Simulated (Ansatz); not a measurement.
Here is the system:

CsBr:
Space group Pm-3m (No. 221); a = 4.324 Å, b = 4.324 Å, c = 4.324 Å, α = 90.00°, β = 90.00°, γ = 90.00°

```
atom  site  symmetry       x       y       z
----  ----  --------  ------  ------  ------
Cs      1a      m-3m  0.0000  0.0000  0.0000
Br      1b      m-3m  0.5000  0.5000  0.5000
```

This is the r²SCAN-relaxed structure.

Question: All from r²SCAN in the plane-wave PAW code Ansatz, unless another level is named. Estimate the band gap.

Answer: 5.19 eV (smallest direct gap 5.19 eV).

Question: What about the electron effective mass?

Answer: 0.32 mₑ (isotropic).

Question: Give the valence-band maximum.

Answer: at M.

Question: Give the weight of the conduction-edge state by species (Voronoi cells).

Answer: Cs 53 %, Br 47 %.

Question: Next, the weight of the valence-edge state by species (Voronoi cells)?

Answer: Br 98 %, Cs 2 %.

Symmetry was held in the r²SCAN relaxation. Scalar-relativistic: spin–orbit coupling is off unless named, which matters more the heavier the elements.

Potentials: the later of the program's two PAW sets.
